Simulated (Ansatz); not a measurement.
## C in 2 structures

2 cells of C were relaxed with r2SCAN+rVV10 in the PAW code Ansatz. The values are computed, spin-unpolarised, and not measurements.

database R-3m (2 atoms):
```cif
data_structure
_symmetry_space_group_name_H-M 'R-3m:H'
_symmetry_Int_Tables_number 166
_cell_length_a 2.4551
_cell_length_b 2.4551
_cell_length_c 10.0775
_cell_angle_alpha 90.000
_cell_angle_beta 90.000
_cell_angle_gamma 120.000
_cell_volume 52.61
loop_
_atom_site_label
_atom_site_type_symbol
_atom_site_symmetry_multiplicity
_atom_site_Wyckoff_symbol
_atom_site_fract_x
_atom_site_fract_y
_atom_site_fract_z
_atom_site_occupancy
C1 C 6 c 0.00000 0.00000 0.33334 1
```

database R-3m (4 atoms):
```cif
data_structure
_symmetry_space_group_name_H-M 'R-3m:H'
_symmetry_Int_Tables_number 166
_cell_length_a 2.4550
_cell_length_b 2.4550
_cell_length_c 20.7425
_cell_angle_alpha 90.000
_cell_angle_beta 90.000
_cell_angle_gamma 120.000
_cell_volume 108.27
loop_
_atom_site_label
_atom_site_type_symbol
_atom_site_symmetry_multiplicity
_atom_site_Wyckoff_symbol
_atom_site_fract_x
_atom_site_fract_y
_atom_site_fract_z
_atom_site_occupancy
C1 C 6 c 0.00000 0.00000 0.91911 1
C2 C 6 c 0.33333 0.66667 0.91911 1
```

Energies are counted from the lowest cell, each relaxed with the functional named (k spacing about 0.3 1/Å); gaps are on the r2SCAN+rVV10 cells (d direct, i indirect).
```
              structure  space group  volume (Å³/atom)  E, r2SCAN+rVV10 (meV/atom)  E, PBE-D4 (meV/atom)              gap, PBE (eV)
database R-3m (2 atoms)         R-3m              8.77                           0                     0       0.09 d (M₂–D (0.80))
database R-3m (4 atoms)         R-3m              9.02                           5                     5  0.01 i (H₀–L (0.10) → H₂)
```

Among these cells the lowest with r2SCAN+rVV10 is database R-3m (2 atoms), 5 meV an atom below the next, database R-3m (4 atoms). Other structures, not computed here, could lie lower. PBE-D4 agrees on the lowest cell.

Against database R-3m (2 atoms) (PBE gap 0.09 eV): database R-3m (4 atoms) -0.08 eV at +2.9 % volume.

Gaps or overlaps of about a tenth of an eV are at the limit of these meshes: between the points read a gap can be smaller or closed.
